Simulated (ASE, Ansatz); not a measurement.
# 1/2<110> screw dislocation dipole in AlN (shuffle set) (1080 atoms): support functions against a reference, part 3 of 3

Wanted: errors and times of a linear-scaling basis for 1/2<110> screw dislocation dipole in AlN (shuffle set) (1080 atoms). A setting counts as converged where the r.m.s. difference of forces stays under 1 % of the r.m.s. force.

Ansatz 0.2.0; Kohn-Sham DFT, PBE, PAW (set soft_2), plane waves.

The cell: 540 Al and 540 N. The host structure and its lattice constant were typed by rule, without a check against the phase diagram.

So far. Step 11 (Support functions medium, radius 5.18 Å): Forces differ from the reference by 0.33 meV/Å r.m.s., 0.049 % of their size, well within a tolerance of 1 %; the energy by -2.9 meV/atom.

**14. What the reference run shows (continued)**

Density of states as counts of states in windows of 1 eV (from the Fermi level), total and some projections:

```
from (eV)  to (eV)  total    N p   Al p  Al s    N s
      -18      -17    0.0    0.0    0.0   0.0    0.0
      -17      -16   75.5    0.6   17.2  21.1   36.4
      -16      -15  270.3    2.9   80.3  38.1  148.1
      -15      -14  656.2    3.7  171.2  37.1  442.3
      -14      -13   77.9    0.2   19.0   1.3   57.2
      -13       -8    0.0    0.0    0.0   0.0    0.0
       -8       -7  109.3   63.8   25.8  17.7    1.7
       -7       -6  601.7  383.8  101.8  90.6   22.8
       -6       -5  330.3  221.1   48.9  36.2   21.6
       -5       -4  457.7  334.5   76.1  30.4   13.1
       -4       -3  759.9  607.9  113.1  23.2    9.1
       -3       -2  829.0  729.1   76.8   8.6    3.5
       -2       -1  151.9  141.4    6.5   0.6    0.5
       -1        1    0.0    0.0    0.0   0.0    0.0
        1        2   14.4    0.5    9.2   0.2    2.6
        2        3   95.3   10.5   52.5   3.5   15.5
        3        4  213.1   37.2  104.1  11.1   33.2
        4        5  394.1   84.7  188.7  17.0   53.5
```

Not all projections were asked for or kept, so they needn't add up to the total.

The levels nearest the highest filled one (over half full), pooled over k-points and spins:

```csv
level less the highest filled one (eV),occupation
-0.0711,2
-0.0561,2
-0.0268,2
-0.0247,2
-0.0016,2
0,2
2.86,0
2.96,0
3.05,0
3.07,0
3.08,0
3.12,0
```

Mean Löwdin charges: Al +1.07, N -1.01 e (they miss 0.77 % of the electrons, so they add up to more than the cell's charge). The largest share in the top eV of filled states is N p (93 % of the projected weight), and in the lowest eV of empty states Al p (68 % of the projected weight).

**15. Local order**

These statistics describe the geometry on which the runs were made.

Density 3.24 g/cm³, 10.50 Å³ an atom.

Pair distribution functions g(r), in bins of 0.2 Å:

| r (Å) | total | Al-Al | Al-N | N-N |
| --- | --- | --- | --- | --- |
| 1.60 | 0.02 | 0.00 | 0.04 | 0.00 |
| 1.80 | 2.39 | 0.00 | 4.78 | 0.00 |
| 2.00 | 2.21 | 0.00 | 4.42 | 0.00 |
| 2.20 | 0.02 | 0.00 | 0.04 | 0.00 |
| 2.40 | 0.00 | 0.00 | 0.00 | 0.00 |
| 2.60 | 0.01 | 0.01 | 0.01 | 0.00 |
| 2.80 | 0.06 | 0.10 | 0.00 | 0.11 |
| 3.00 | 2.69 | 5.45 | 0.00 | 5.31 |
| 3.20 | 2.43 | 4.76 | 0.03 | 4.91 |
| 3.40 | 0.24 | 0.09 | 0.39 | 0.08 |
| 3.60 | 2.81 | 0.01 | 5.61 | 0.03 |
| 3.80 | 0.76 | 0.03 | 1.50 | 0.01 |
| 4.00 | 0.04 | 0.03 | 0.05 | 0.03 |
| 4.20 | 0.34 | 0.67 | 0.03 | 0.64 |
| 4.40 | 0.78 | 1.50 | 0.03 | 1.54 |
| 4.60 | 0.59 | 0.39 | 0.80 | 0.37 |
| 4.80 | 1.61 | 0.04 | 3.17 | 0.05 |
| 5.00 | 0.23 | 0.09 | 0.38 | 0.07 |
| 5.20 | 0.88 | 1.71 | 0.05 | 1.69 |
| 5.40 | 2.34 | 4.40 | 0.25 | 4.44 |
| 5.60 | 1.29 | 0.66 | 1.92 | 0.66 |
| 5.80 | 0.92 | 0.09 | 1.75 | 0.10 |
| 6.00 | 0.33 | 0.46 | 0.20 | 0.47 |
| 6.20 | 1.04 | 1.71 | 0.38 | 1.70 |
| 6.40 | 1.38 | 0.42 | 2.33 | 0.43 |
| 6.60 | 1.04 | 0.29 | 1.79 | 0.29 |
| 6.80 | 0.96 | 1.67 | 0.25 | 1.64 |
| 7.00 | 1.06 | 1.64 | 0.46 | 1.67 |

Bonds by pair of elements; cutoffs follow the first minimum of g(r), held within bounds set by covalent radii, and pairs that aren't listed don't count as bonded:

```csv
pair A-B,cutoff (Å),bonds,mean length (Å),spread (Å),shortest (Å),B about A,A about B
Al-N,2.48,2160,1.9,0.051,1.58,4,4
```

How many atoms have how many bonded neighbours:

```csv
element,mean,4
Al,4,540
N,4,540
```

Rings of the network by King's shortest-path rule, up to 12 atoms, one path for each pair of neighbours; H, halogens, alkali and alkaline-earth atoms are left out, and the last column divides by all other atoms, bonded or not:

```csv
ring size (atoms),rings,per network atom
6,2131,1.97
```

First main peaks of g(r), for some of the pairs, lie near 3.10 Å (Al-Al), 1.90 Å (Al-N) and 3.09 Å (N-N). Counting bonds as in the table, all Al atoms have 4 and all N atoms have 4 bonded neighbours. All rings counted have 6 atoms.

Local excerpt of 13 atoms (numbers count through the whole input) about Al369, which bears the longest force; x, y, z are measured from there.

| atom | x | y | z | distance (Å) | bonds | Löwdin charge (e) | Fx | Fy | Fz (eV/Å) |
| --- | --- | --- | --- | --- | --- | --- | --- | --- | --- |
| Al369 | 0.00 | 0.00 | 0.00 | 0.00 | 4 | 1.07 | -4.73 | 3.16 | 6.16 |
| N142 | 0.87 | -0.59 | -1.18 | 1.58 | 4 | -1.01 | 4.39 | -3.27 | -5.37 |
| N370 | -0.01 | 1.89 | 0.15 | 1.89 | 4 | -1.02 | 0.67 | 0.01 | -1.11 |
| N368 | -1.76 | -0.65 | -0.40 | 1.92 | 4 | -1.00 | -0.70 | 0.80 | 0.95 |
| N278 | 0.90 | -0.63 | 1.92 | 2.21 | 4 | -0.98 | 2.48 | -2.26 | -3.50 |
| Al141 | 0.88 | -2.49 | 0.04 | 2.64 | 4 | 1.09 | -0.36 | -0.03 | -1.47 |
| Al143 | 2.67 | 0.01 | -0.90 | 2.81 | 4 | 1.06 | -0.48 | 0.45 | 0.75 |
| Al387 | -2.67 | 0.01 | 1.20 | 2.92 | 4 | 1.05 | -0.40 | -0.04 | -0.03 |
| Al245 | -0.84 | 2.52 | -1.50 | 3.05 | 4 | 1.08 | -1.59 | 0.29 | 1.18 |
| Al225 | 0.00 | 0.02 | -3.08 | 3.08 | 4 | 1.07 | -3.80 | 2.05 | 4.66 |
| Al389 | -0.88 | 2.51 | 1.58 | 3.09 | 4 | 1.08 | -1.16 | 0.14 | 1.63 |
| Al371 | 1.77 | 2.55 | 0.34 | 3.13 | 4 | 1.08 | -0.11 | -0.21 | 1.25 |
| Al297 | 0.00 | -0.02 | 3.14 | 3.14 | 4 | 1.06 | -3.39 | 1.88 | 4.05 |

The column of bonds counts only the pairs Al-N within 2.48 Å; other neighbours, such as metal atoms beside each other in a compound, aren't counted, and periodic images can show an atom twice.

**16. Results**

```yaml
free_energy_per_atom: -462.0499 eV/atom
density: 3.24 g/cm³
pressure: 3.902 GPa
r_m_s_force_component: 0.6667 eV/Å
spacing_of_highest_filled_and_lowest_empty_level: 2.863 eV
wall_time_of_the_10_dft_runs: 5.7 min
```

Against plane waves at 420 eV, the forces differ by 0.41 meV/Å (0.062 %) with support functions medium, and by 0.23 meV/Å in the closest run (support functions high). Differences between support functions and plane waves include what basis error the plane-wave run still has. As the radius goes from 3.35 to 5.18 Å, the force difference goes from 0.46 to 0.33 meV/Å (not steadily; the least is 0.33 at 3.87 Å), and the time from 26 s to 39 s.

Between filled and empty levels lie 2.86 eV on the run's k-points; the mesh holds the band edges only if they fold onto it, so the gap at this level can be narrower or closed, while semilocal functionals tend to narrow gaps against experiment. Counting bonds as in the table, all Al atoms have 4 and all N atoms have 4 bonded neighbours.

Caveats: The geometry was built by rule, was displaced at random and isn't relaxed at this level: its force components are 0.67 eV/Å r.m.s. The pressure of 3.9 GPa belongs to a cell and atoms that aren't relaxed at this level.

[Logs are printed without paths, hosts, clocks, repeated set-up lines and the standing remarks that a program may print on its own settings, such as how far it seeks lower states.]

[Hosts, paths, dates, database ids (printed as entryN), source tags and the programs' standing remarks are cut or masked in the printed files.]
